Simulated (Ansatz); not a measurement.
# TaN: the cost of one run

Computed with Ansatz 0.2.0 (DFT PBE, scalar-relativistic, unless a step's input says otherwise).

### 1 The system as given

The structure is hexagonal, space group P6_3/mmc (No. 194). Conventional cell: a = 3.048 Å, b = 3.048 Å, c = 4.918 Å, α = 90.00°, β = 90.00°, γ = 120.00°. Around Ta (site symmetry -3m) lie 6 N at 2.15 Å and 2 Ta at 2.46 Å. N (site symmetry -6m2) has 6 Ta at 2.15 Å as nearest neighbours.

As a file:

```
Ta N
1.0
     3.04800    0.00000    0.00000
    -1.52400    2.63965    0.00000
     0.00000    0.00000    4.91800
Ta N
2 2
Direct
  0.00000 0.00000 0.00000
  0.00000 0.00000 0.50000
  0.33333 0.66667 0.25000
  0.66667 0.33333 0.75000
```

Atoms are numbered in the order of the input: Ta1, Ta2, N3, N4.

### 2 After the deformation

Space group P6_3/mmc before, P-1 after.

### 3 Full-potential LAPW

input.yaml reads:

```yaml
crystal:
  lattice:
    - [3.0480019786, -0.0304800198, -0.0304800198]
    - [-1.5503974607, 2.6548871541, -0.0111564616]
    - [-0.04918, -0.04918, 4.918]
  atoms:
    - { symbol: Ta, position: [0.0, 0.0, 0.0] }
    - { symbol: Ta, position: [0.0, 0.0, 0.5] }
    - { symbol: "N", position: [0.3333333333, 0.6666666667, 0.25] }
    - { symbol: "N", position: [0.6666666667, 0.3333333333, 0.75] }
kpoints:
  mp_grid: { grid: [9, 9, 5] }
  band_path:
    path:
      - [0.0, 0.0, 0.0]
      - [0.0, 0.0, 0.5]
      - [-0.5, 0.5, 0.0]
      - [0.0, 0.0, 0.0]
      - [0.0, -0.5, 0.0]
      - [-0.5, 0.0, 0.5]
      - [0.0, 0.0, 0.0]
      - [-0.5, 0.0, 0.0]
      - [0.0, -0.5, 0.5]
    npoints: 5
scf:
  occupations: { method: fermi_dirac, width: 0.01 }
hamiltonian:
  xc: pbe
  pseudopotentials: { kind: all_electron, lapw: { basis_error: 0.0005 } }
output:
  forces: true
  stress: true
  eigenvalues: true
```

Command:

```sh
$ ansatz run input.yaml --threads 1 --pin off --max-ram 4096MiB --backend cpu --events-out ev --progress --plain --runs-dir out
```

Q: Estimate wall time and peak memory on 1 thread of Arm Neoverse V2, shared host.

About 4.6 min, with a peak of 1.8 GiB.
